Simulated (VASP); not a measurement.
# SnS2 (Berndtite-2T) (P-3m1) in VASP: further runs

The runs below take SnS2 (Berndtite-2T) through phonons, dielectric tensor, with PBE+D3(BJ).

Program: VASP 6.6.1. These are calculated values, not measurements. Logs are shortened: lines on timing, memory, paths and dates and some standing lists are left out, and cuts for length are marked.

**1. The structure**

It takes space group P-3m1 (No. 164, trigonal). The conventional cell has a = 3.667 Å, b = 3.667 Å, c = 5.811 Å, α = 90.00°, β = 90.00°, γ = 120.00°. Around Sn (site symmetry -3m) lie 6 S at 2.58 Å. S (site symmetry 3m) has 3 Sn at 2.58 Å as nearest neighbours.

**2. Phonons, PBE+D3(BJ)**

POSCAR reads:

```
SnS2
1.0
    3.6670894169     -0.0000000000     -0.0000000000
   -1.8335447084      3.1757925930     -0.0000000000
   -0.0000000000      0.0000000000      5.8110412115
  Sn              S
     1     2
Direct
     0.0000000000000000    0.0000000000000000    0.0000000000000000
     0.3333333332999970    0.6666666667000030    0.2543524676128594
     0.6666666667000030    0.3333333332999970    0.7456475323871405
```

INCAR.step1 reads:

```
PREC     = Accurate       # precision mode
ENCUT    = 600            # plane-wave cutoff, eV
EDIFF    = 1E-8           # SCF threshold, eV
ISMEAR   = 0              # smearing method
SIGMA    = 0.03           # smearing width, eV
LREAL    = False          # projectors in reciprocal space
LASPH    = True           # aspherical terms in the spheres
NELM     = 80             # most SCF steps
ALGO     = Normal         # electronic algorithm
ISIF     = 3              # what is computed and relaxed
LWAVE    = False          # write WAVECAR
LCHARG   = False          # write CHGCAR
GGA      = PE             # functional
IVDW     = 12             # dispersion correction
KPAR     = 2            
IBRION   = 2              # ionic algorithm
NSW      = 40             # ionic steps
EDIFFG   = -0.002         # ionic threshold
```

INCAR.step2 reads:

```
PREC     = Accurate       # precision mode
ENCUT    = 600            # plane-wave cutoff, eV
EDIFF    = 1E-8           # SCF threshold, eV
ISMEAR   = 0              # smearing method
SIGMA    = 0.03           # smearing width, eV
LREAL    = False          # projectors in reciprocal space
LASPH    = True           # aspherical terms in the spheres
NELM     = 80             # most SCF steps
ALGO     = Normal         # electronic algorithm
ISIF     = 2              # what is computed and relaxed
LWAVE    = False          # write WAVECAR
LCHARG   = False          # write CHGCAR
GGA      = PE             # functional
IVDW     = 12             # dispersion correction
KPAR     = 2            
IBRION   = 6              # ionic algorithm
NFREE    = 2            
POTIM    = 0.015          # step
NSW      = 1              # ionic steps
```

KPOINTS reads:

```
regular mesh
0
Gamma
  9 9 5
```

Potentials or basis: VASP PAW PBE potentials, release 64 (Sn_d, S).

On the command line:

```console
> cat potpaw_PBE.64/Sn_d/POTCAR potpaw_PBE.64/S/POTCAR > POTCAR
> cp INCAR.step1 INCAR
> mpirun -np 2 vasp_std > vasp.out
> cp CONTCAR POSCAR
> cp INCAR.step2 INCAR
> mpirun -np 2 vasp_std > vasp.out
```

OUTCAR:

```text
PREC = Accurate
   ENCUT = 600
   EDIFF = 1E-8
   ISMEAR = 0
   LREAL = False
   LASPH = True
   NELM = 80
   ISIF = 2
   GGA = PE
   IVDW = 12
   IBRION = 6
   NFREE = 2
   POTIM = 0.015
   NSW = 1
 IVDW          = 12

 ion  position               nearest neighbor table
   1  0.000  0.000  0.000-   2 2.58   3 2.58   2 2.58   3 2.58   3 2.58   2 2.58
   2  0.333  0.667  0.255-   1 2.58   1 2.58   1 2.58
   3  0.667  0.333  0.745-   1 2.58   1 2.58   1 2.58

  LATTYP: Found a hexagonal cell.
 ALAT       =     3.6679021733
 C/A-ratio  =     1.5830590325

  Lattice vectors:

 A1 = (   3.6679021733,   0.0000000000,   0.0000000000)
 A2 = (  -1.8339510866,   3.1764964607,   0.0000000000)
 A3 = (  -0.0000000000,   0.0000000000,   5.8065056658)

Analysis of symmetry for initial positions (statically):
=====================================================================
 Subroutine PRICEL returns:
 Original cell was already a primitive cell.

 Routine SETGRP: Setting up the symmetry group for a
 hexagonal supercell.

 Subroutine GETGRP returns: Found 12 space group operations
 (whereof 12 operations were pure point group operations)
 out of a pool of 24 trial point group operations.

The static configuration has the point symmetry D_3d.

Analysis of symmetry for dynamics (positions and initial velocities):
=====================================================================
 Subroutine PRICEL returns:
 Original cell was already a primitive cell.

 Routine SETGRP: Setting up the symmetry group for a
 hexagonal supercell.

 Subroutine GETGRP returns: Found 12 space group operations
 (whereof 12 operations were pure point group operations)
 out of a pool of 24 trial point group operations.

The dynamic configuration has the point symmetry D_3d.

 Subroutine INISYM returns: Found 12 space group operations
 (whereof 12 operations are pure point group operations),
 and found     1 'primitive' translations

----------------------------------------------------------------------------------------

                                     Primitive cell

  volume of cell :      67.6521

  direct lattice vectors                    reciprocal lattice vectors
     3.667902173  0.000000000  0.000000000     0.272635406  0.157406125  0.000000000
    -1.833951087  3.176496461  0.000000000    -0.000000000  0.314812251 -0.000000000
    -0.000000000  0.000000000  5.806505666     0.000000000  0.000000000  0.172220619

  length of vectors
     3.667902173  3.667902173  5.806505666     0.314812251  0.314812251  0.172220619

  position of ions in fractional coordinates (direct lattice)
     0.000000000  0.000000000  0.000000000
     0.333333333  0.666666667  0.254526695
     0.666666667  0.333333333  0.745473305

  ion indices of the primitive-cell ions
   primitive index   ion index
                 1           1
                 2           2
                 3           3

----------------------------------------------------------------------------------------

 KPOINTS: regular mesh

Automatic generation of k-mesh.
 Grid dimensions read from file:
 generate k-points for:    9    9    5

 Generating k-lattice:

  Cartesian coordinates                     Fractional coordinates (reciprocal lattice)
     0.030292823  0.017489569  0.000000000     0.111111111  0.000000000  0.000000000
    -0.000000000  0.034979139 -0.000000000     0.000000000  0.111111111  0.000000000
     0.000000000  0.000000000  0.034444124     0.000000000  0.000000000  0.200000000

  Length of vectors
     0.034979139  0.034979139  0.034444124

  Shift w.r.t. Gamma in fractional coordinates (k-lattice)
     0.000000000  0.000000000  0.000000000

 Subroutine IBZKPT returns following result:
 ===========================================

 Found     50 irreducible k-points:

 Following reciprocal coordinates:
            Coordinates               Weight
  0.000000  0.000000  0.000000      1.000000
  0.111111 -0.000000  0.000000      6.000000
  0.222222 -0.000000  0.000000      6.000000
  0.333333 -0.000000  0.000000      6.000000
  0.444444 -0.000000  0.000000      6.000000
  0.111111  0.111111  0.000000      6.000000
[... 16 lines left out ...]
  0.222222  0.111111  0.200000     12.000000
 -0.111111  0.333333  0.200000     12.000000
 [... further k-points ...]
   k-points           NKPTS =     50   k-points in BZ     NKDIM =     50   number of bands    NBANDS=     17
   number of dos      NEDOS =    301   number of ions     NIONS =      3
   total plane-waves  NPLWV =  43200
   dimension x,y,z NGX =    30 NGY =   30 NGZ =   48
   dimension x,y,z NGXF=    60 NGYF=   60 NGZF=   96
   ions per type =               1   2
   NGX,Y,Z   is equivalent  to a cutoff of  13.60, 13.60, 13.74 a.u.
   NGXF,Y,Z  is equivalent  to a cutoff of  27.19, 27.19, 27.49 a.u.
 SYSTEM =  unknown system
   PREC   = accura    normal or accurate (medium, high low for compatibility)
   ISTART =      0    job   : 0-new  1-cont  2-samecut
   ICHARG =      2    charge: 1-file 2-atom 10-const
   ISPIN  =      1    spin polarized calculation?
   LNONCOLLINEAR =      F non collinear calculations
   LSORBIT =      F    spin-orbit coupling
   LASPH  =      T    aspherical Exc in radial PAW
   ENCUT  =  600.0 eV  44.10 Ry    6.64 a.u.   7.33  7.33 11.60*2*pi/ulx,y,z
   NELM   =     80;   NELMIN=  2; NELMDL=  0     # of ELM steps
   EDIFF  = 0.1E-07   stopping-criterion for ELM
   LREAL  =      F    real-space projection
   EDIFFG = 0.1E-06   stopping-criterion for IOM
   NSW    =     73    number of steps for IOM
   IBRION =      6    ionic relax: 0-MD 1-quasi-New 2-CG
   NFREE  =      2    steps in history (QN), initial steepest desc. (CG)
   ISIF   =      2    stress and relaxation
   ISYM   =      2    0-nonsym 1-usesym 2-fastsym
   POTIM  = 0.0150    time-step for ionic-motion
   TEBEG  =    0.0;   TEEND  =   0.0 temperature during run
   PSTRESS=    0.0 pullay stress
   NELECT =      26.0000    total number of electrons
   NUPDOWN=      -1.0000    fix difference up-down
   EMIN   =  10.00;   EMAX   =-10.00  energy-range for DOS
   EFERMI =   0.00;   METHOD = LEGACY
   ISMEAR =     0;   SIGMA  =   0.03  broadening in eV -4-tet -1-fermi 0-gaus
   EFERMI_NEDOS =   21; number of points for ismear=-14 and -15
   IALGO  =     38    algorithm
   IMIX   =      4    mixing-type and parameters
     AMIX     =   0.40;   BMIX     =  1.00
     AMIX_MAG =   1.60;   BMIX_MAG =  1.00
  volume/ion in A,a.u.               =      22.55       152.18
  Fermi-wavevector in a.u.,A,eV,Ry     =   1.190252  2.249250 19.275374  1.416700
  Thomas-Fermi vector in A             =   2.326341
   LORBIT       =      0    0 simple, 1 ext, 2 COOP (PROOUT), +10 PAW based schemes
   GGA     = PE    functional components
   LHFCALC =     F    Hartree Fock is set to
   AEXX    =    0.0000 exact exchange contribution
   IVDW    =    12    specifies the selected vdW correction
   LEPSILON=     F    determine dielectric tensor
   LRPA    =     F    only Hartree local field effects (RPA)
 finite differences with symmetry
 non-spin polarized calculation
 Gauss-broadening in eV      SIGMA  =   0.03
  energy-cutoff  :      600.00
  volume of cell :       67.65
 maximum number of plane-waves:      2321
 NGX is ok and might be reduce to    30
   NGX = 15   NGY = 15   NGZ = 23

--------------------------------------- Ionic step        1  -------------------------------------------

 number of electron      25.9999999 magnetization

 Free energy of the ion-electron system (eV)
  ---------------------------------------------------
  ext. energy  EPLUGINS =         0.00000000
  ---------------------------------------------------
  free energy    TOTEN  =       -13.15341686 eV

  energy without entropy =      -13.15341686  energy(sigma->0) =      -13.15341686

------------------------ aborting loop because EDIFF is reached ----------------------------------------

 Edisp (eV)   -0.98523

 E8    (eV) :    -0.4026
[... 319 lines left out ...]
--------------------------------------- Ionic step        9  -------------------------------------------

 number of electron      25.9999998 magnetization

 Free energy of the ion-electron system (eV)
  ---------------------------------------------------
  ext. energy  EPLUGINS =         0.00000000
  ---------------------------------------------------
  free energy    TOTEN  =       -13.15246839 eV

  energy without entropy =      -13.15246839  energy(sigma->0) =      -13.15246839

 E-fermi :   5.0270     XC(G=0):  -9.6570

 val. band max:        4.8415781531   @ k =   0.0000   0.0000   0.0000
 cond. band min:       6.1580683599   @ k =   0.0000   0.4444   0.4000
 fundamental gap:      1.3164902068
 Fermi energy:         5.0269870408

 k-point     1 :       0.0000    0.0000    0.0000
  band No.  band energies     occupation
      1     -16.1892      2.00000
      2     -16.1892      2.00000
      3     -16.1504      2.00000
      4     -16.1235      2.00000
      5     -16.1235      2.00000
      6      -8.9986      2.00000
[... 457 lines left out ...]
      4     -16.1244      2.00000
      5     -16.1048      2.00000
      6      -8.0399      2.00000
[... 9 lines left out ...]
     16      10.6492      0.00000
     17      11.7737      0.00000

 [... further k-points ...]

------------------------ aborting loop because EDIFF is reached ----------------------------------------

 Edisp (eV)   -0.98504

 E8    (eV) :    -0.4025
[... 26 lines left out ...]
  FREE ENERGIE OF THE ION-ELECTRON SYSTEM (eV)
  ---------------------------------------------------
  free  energy   TOTEN  =       -14.1375118985 eV

  energy  without entropy=      -14.1375118985  energy(sigma->0) =      -14.13751190

 INTERNAL STRAIN TENSORS FROM DISPLACED ATOMS
 ============================================

 INTERNAL STRAIN TENSOR FOR ION    1 for displacements in x,y,z  (eV/Angst):
          X           Y           Z          XY          YZ          ZX
  --------------------------------------------------------------------------------
  x     0.00000     0.00000     0.00000     0.00000     0.00000     0.00000
  y     0.00000     0.00000     0.00000     0.00000     0.00000     0.00000
  z     0.00000     0.00000     0.00000     0.00000     0.00000     0.00000

 INTERNAL STRAIN TENSOR FOR ION    3 for displacements in x,y,z  (eV/Angst):
          X           Y           Z          XY          YZ          ZX
  --------------------------------------------------------------------------------
  x    -0.00000     0.00000    -0.00000    -0.54750     0.00000     5.97044
  y    -0.54750     0.54750     0.00000     0.00000     5.97044     0.00000
  z     6.33757     6.33757    14.62296     0.00000     0.00000    -0.00000

 Eigenvectors and eigenvalues of the dynamical matrix
 ----------------------------------------------------

   1 f  =   10.016518 THz    62.935637 2PiTHz  334.115069 cm-1    41.424970 meV
             X         Y         Z           dx          dy          dz
      0.000000  0.000000  0.000000     0.000000   -0.000000   -0.592358
     -0.000000  2.117664  1.477911    -0.000000    0.000000    0.569698
      1.833951  1.058832  4.328595     0.000000   -0.000000    0.569698
[... 43 lines left out ...]
   9 f/i=    0.001438 THz     0.009034 2PiTHz    0.047962 cm-1     0.005947 meV
             X         Y         Z           dx          dy          dz
      0.000000  0.000000  0.000000     0.000000    0.000000   -0.805675
     -0.000000  2.117664  1.477911     0.000000    0.000000   -0.418860
      1.833951  1.058832  4.328595     0.000000    0.000000   -0.418860

 ELASTIC MODULI CONTR FROM IONIC RELAXATION (kBar)
 Direction    XX          YY          ZZ          XY          YZ          ZX
 --------------------------------------------------------------------------------
 XX        -173.2653   -167.6008   -393.2479     -0.0000     30.8857      0.0000
 YY        -167.6008   -173.2653   -393.2479     -0.0000    -30.8857     -0.0000
 ZZ        -393.2479   -393.2479   -907.3589     -0.0000     -0.0000      0.0000
 XY          -0.0000     -0.0000     -0.0000     -2.8323     -0.0000     30.8857
 YZ          30.8857    -30.8857     -0.0000     -0.0000   -336.8046     -0.0000
 ZX           0.0000     -0.0000      0.0000     30.8857     -0.0000   -336.8046
 --------------------------------------------------------------------------------
```

Run time: 8 min. Hardware: 2 MPI ranks of AMD EPYC 7R43 (Zen 3), shared host; peak memory 0.52 GiB.

What came out:

```yaml
Highest_phonon_frequency_at_Γ_LO-TO_splitting_left_out: 334 cm⁻¹
Dispersion_energy_per_atom: -0.328 eV
```

Phonon frequencies in cm⁻¹ (negative: imaginary):
```tsv
q point	frequencies
(0.000, 0.000, 0.000)	0 0 0 200 200 206 206 308 334
```

(Continued in part 2 of 2.)
